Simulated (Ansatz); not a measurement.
## Os-W-Os stack of (111) layers: phonons along a line and the smearing

Does Os-W-Os stack of (111) layers have a Kohn anomaly or a soft branch that a wide smearing hides? The first relaxation steps of the session are not shown, so no cell shown is the starting entry, unless a step says so.

Main program and level: Ansatz 0.2.0; DFT PBE, scalar-relativistic, plane waves, PAW; PAW set soft_1.

Most raw output is cut from this account.

## (1) The cell after earlier relaxation steps

The cell holds 3 atoms: 2 Os and 1 W. Its edges and angles: a = 2.738 Å, b = 2.738 Å, c = 32.995 Å, α = 90.0°, β = 90.0°, γ = 120.0°. Vacuum lies along c.

Coordinates:

```cif
data_structure
_symmetry_space_group_name_H-M 'P 1'
_symmetry_Int_Tables_number 1
_cell_length_a 2.7379
_cell_length_b 2.7379
_cell_length_c 32.9945
_cell_angle_alpha 90.000
_cell_angle_beta 90.000
_cell_angle_gamma 120.000
_cell_volume 214.20
loop_
_atom_site_label
_atom_site_type_symbol
_atom_site_fract_x
_atom_site_fract_y
_atom_site_fract_z
_atom_site_occupancy
Os1 Os 0.00000 0.00000 0.17018 1
W2 W 0.33333 0.66667 0.23636 1
Os3 Os 0.66667 0.33333 0.30255 1
```

## (2) Tight relaxation

Phonons are second derivatives about the minimum, so the remaining forces must be small: the thresholds are tightened. Earlier relaxation steps are not shown.

File input.yaml:

```yaml
crystal:
  lattice:
    - [2.7379453787, 0.0, 0.0]
    - [-1.3689726893, 2.3711302521, 0.0]
    - [0.0, 0.0, 32.9945363865]
  atoms:
    - { symbol: Os, position: [0.0, 0.0, 0.1701774235] }
    - { symbol: W, position: [0.3333333333, 0.6666666667, 0.2363614057] }
    - { symbol: Os, position: [0.6666666667, 0.3333333333, 0.3025453878] }
  periodic: [true, true, false]
kpoints:
  mp_grid: { grid: [12, 12, 1] }
hamiltonian:
  xc: pbe
  pseudopotentials: { kind: paw, azcp: { folder: soft_1 } }
scf:
  occupations: { method: methfessel_paxton, width: 0.2 }
output:
  forces: true
  stress: true
  eigenvalues: true
relax:
  adjacent_minimum: "off"
  f_tol: 0.001
  max_steps: 60
  cell: { stress_2d_tol: 0.002 }
```

Started as:

```console
ansatz run input.yaml --threads 4 --pin off --max-ram 12288MiB --backend cpu --events-out ev --progress --plain --runs-dir out
```

Elapsed: 11 s, on 4 threads of Arm Neoverse V2, shared host; peak memory 0.58 GiB.

Little changed from the start: no atom moved by 0.005 Å and no cell edge by 0.1 %.

Numbers from this step:

```yaml
metallic_on_mesh: yes
gap_on_the_k_mesh: 0 eV
```

## (3) Wavevectors along a line: Fermi–Dirac smearing of 0.1 eV

The smearing blurs the Fermi surface that screens the phonons; a Fermi–Dirac width is an electronic temperature.

File input.yaml:

```yaml
crystal:
  lattice:
    - [2.7363900865, 0.0, 0.0]
    - [-1.3681950432, 2.3697833296, 0.0]
    - [0.0, 0.0, 32.9945363865]
  atoms:
    - { symbol: Os, position: [0.0, 0.0, 0.1700875458] }
    - { symbol: W, position: [0.3333333333, 0.6666666667, 0.2363614057] }
    - { symbol: Os, position: [0.6666666667, 0.3333333333, 0.3026352655] }
  periodic: [true, true, false]
kpoints:
  mp_grid: { grid: [18, 18, 1] }
hamiltonian:
  xc: pbe
  pseudopotentials: { kind: paw, azcp: { folder: soft_1 } }
scf:
  occupations: { method: fermi_dirac, width: 0.1 }
output:
  eigenvalues: true
phonons:
  method: dfpt
  qpoints:
    - [0, 0, 0]
    - [0.166666667, 0.0, 0.0]
    - [0.333333333, 0.0, 0.0]
    - [0.5, 0.0, 0.0]
```

It took 11 min on 4 threads; peak memory 3.5 GiB; 42 min of CPU time.

Each wavevector solved by linear response. The frequency by |q| along the line; 7 of 9 lines:

| \|q\| along the line (Å⁻¹) | mode 1 (cm⁻¹) | mode 2 (cm⁻¹) | mode 3 (cm⁻¹) | mode 4 (cm⁻¹) | mode 5 (cm⁻¹) | mode 6 (cm⁻¹) | mode 7 (cm⁻¹) |
| --- | --- | --- | --- | --- | --- | --- | --- |
| 0.000 | 0 | 0 | 0 | 66.4 | 66.4 | 96.5 | 96.5 |
| 0.442 | 41.5 | 55.2 | 85.5 | 89.5 | 92.4 | 106 | 113 |
| 0.884 | 74.6 | 88.6 | 97.5 | 106 | 116 | 139 | 152 |
| 1.326 | 82.0 | 97.0 | 103 | 115 | 121 | 124 | 143 |

## (4) Wavevectors along a line: Fermi–Dirac smearing of 0.25 eV

Each wavevector is solved by itself, so no interpolation smooths a dip of the branch.

Edit input.yaml of step 3 so:

```diff
@@ -16,3 +16,3 @@
 scf:
-  occupations: { method: fermi_dirac, width: 0.1 }
+  occupations: { method: fermi_dirac, width: 0.25 }
 output:
```

Wider smearing eases the sum over k-points of a metal but moves the result away from its zero-temperature value.

It took 12 min on 4 threads; peak memory 3.8 GiB.

Each wavevector solved by linear response. Table of frequency by |q| along the line; 7 of 9 lines:

| \|q\| along the line (Å⁻¹) | mode 1 (cm⁻¹) | mode 2 (cm⁻¹) | mode 3 (cm⁻¹) | mode 4 (cm⁻¹) | mode 5 (cm⁻¹) | mode 6 (cm⁻¹) | mode 7 (cm⁻¹) |
| --- | --- | --- | --- | --- | --- | --- | --- |
| 0.000 | 0 | 0 | 0 | 67.0 | 67.0 | 89.6 | 89.6 |
| 0.442 | 40.3 | 59.0 | 87.2 | 90.9 | 97.0 | 112 | 115 |
| 0.884 | 76.1 | 92.4 | 102 | 107 | 123 | 144 | 153 |
| 1.326 | 87.6 | 100.0 | 105 | 124 | 128 | 129 | 147 |

Against step 3 (now smearing width 0.25 eV), the free energy moves by -99.8 meV an atom.

## (5) Wavevectors along a line: Fermi–Dirac smearing of 0.04 eV

Edit input.yaml of step 4 so:

```diff
@@ -16,3 +16,3 @@
 scf:
-  occupations: { method: fermi_dirac, width: 0.25 }
+  occupations: { method: fermi_dirac, width: 0.04 }
 output:
```

Narrower smearing comes nearer the zero-temperature value but asks more of the mesh.

Run time: 11 min. Hardware: 4 threads; peak memory 3.5 GiB; 42 min of CPU time.

Each wavevector solved by linear response. Table of frequency by |q| along the line; 7 of 9 lines:

| \|q\| along the line (Å⁻¹) | mode 1 (cm⁻¹) | mode 2 (cm⁻¹) | mode 3 (cm⁻¹) | mode 4 (cm⁻¹) | mode 5 (cm⁻¹) | mode 6 (cm⁻¹) | mode 7 (cm⁻¹) |
| --- | --- | --- | --- | --- | --- | --- | --- |
| 0.000 | 0 | 0 | 0 | 64.1 | 64.1 | 97.5 | 97.5 |
| 0.442 | 42.2 | 51.1 | 82.8 | 86.7 | 86.9 | 103 | 111 |
| 0.884 | 72.6 | 85.8 | 94.8 | 105 | 112 | 135 | 151 |
| 1.326 | 71.5 | 94.9 | 99.4 | 101 | 118 | 124 | 143 |

Against step 3 (now smearing width 0.04 eV), the free energy moves by +20.5 meV an atom.

## (6) Wavevectors along a line: Methfessel–Paxton smearing of 0.2 eV

The smearing blurs the Fermi surface that screens the phonons; a Methfessel–Paxton width blurs it less than a thermal one.

Edit input.yaml of step 5 so:

```diff
@@ -16,3 +16,3 @@
 scf:
-  occupations: { method: fermi_dirac, width: 0.04 }
+  occupations: { method: methfessel_paxton, width: 0.2 }
 output:
```

Elapsed: 11 min, on 4 threads; peak memory 3.6 GiB.

Each wavevector solved by linear response. The frequency by |q| along the line; 7 of 9 lines:

| \|q\| along the line (Å⁻¹) | mode 1 (cm⁻¹) | mode 2 (cm⁻¹) | mode 3 (cm⁻¹) | mode 4 (cm⁻¹) | mode 5 (cm⁻¹) | mode 6 (cm⁻¹) | mode 7 (cm⁻¹) |
| --- | --- | --- | --- | --- | --- | --- | --- |
| 0.000 | 0 | 0 | 0 | 64.4 | 64.4 | 98.5 | 98.5 |
| 0.442 | 42.3 | 50.4 | 82.7 | 86.7 | 87.6 | 103 | 111 |
| 0.884 | 73.3 | 85.9 | 94.1 | 105 | 111 | 135 | 151 |
| 1.326 | 78.2 | 94.1 | 101 | 104 | 120 | 125 | 144 |

Against step 3 (now occupations Methfessel-Paxton and smearing width 0.2 eV), the free energy moves by +24.0 meV an atom.

## (7) Smearing and the soft branch

Lowest frequency against |q| along the line:

| \|q\| along the line (Å⁻¹) | fermi dirac 0.1 eV, k 18x18x1 (cm⁻¹) | fermi dirac 0.25 eV, k 18x18x1 (cm⁻¹) | fermi dirac 0.04 eV, k 18x18x1 (cm⁻¹) | methfessel paxton 0.2 eV, k 18x18x1 (cm⁻¹) |
| --- | --- | --- | --- | --- |
| 0.000 | 0 | 0 | 0 | 0 |
| 0.442 | 41.5 | 40.3 | 42.2 | 42.3 |
| 0.884 | 74.6 | 76.1 | 72.6 | 73.3 |
| 1.326 | 82.0 | 87.6 | 71.5 | 78.2 |

## (8) What came out

```yaml
phonon_run_of_the_rows_without_a_label_of_their_own: PBE, k 18×18×1
lowest_branch_at_the_last_solved_point_fermi_dirac_0p1_ev: 82.0 cm⁻¹ at |q| = 1.33 Å⁻¹
lowest_branch_at_the_last_solved_point_fermi_dirac_0p25_ev: 87.6 cm⁻¹ at |q| = 1.33 Å⁻¹
lowest_branch_at_the_last_solved_point_fermi_dirac_0p04_ev: 71.5 cm⁻¹ at |q| = 1.33 Å⁻¹
lowest_branch_at_the_last_solved_point_methfessel_paxton_0p2_ev: 78.2 cm⁻¹ at |q| = 1.33 Å⁻¹
```

What this shows: A branch softens as the smearing narrows, the mark of a Kohn anomaly. The line holds 4 wavevectors, so a narrow dip between them would be missed. Between Fermi–Dirac 0.25 eV and Fermi–Dirac 0.04 eV the largest change, with modes counted by rank of frequency, is in mode 4 at |q| = 1.33 Å⁻¹, from 124 to 101 cm⁻¹, a softening that marks strong screening by the Fermi surface at that wavevector. Where branches cross, a count by rank can hide a softening. At the narrowest width the k mesh may not resolve the Fermi surface, so part of the change can be mesh noise. Spin–orbit coupling, left out here, matters for Os and W. The structure was built by hand as an ordered model, and its stability against other phases was not tested.

[Logs are printed without paths, hosts, clocks, repeated set-up lines and the standing remarks that a program may print on its own settings, such as how far it seeks lower states.]

[Hosts, paths, dates, database ids (printed as entryN), source tags and the programs' standing remarks are cut or masked in the printed files.]
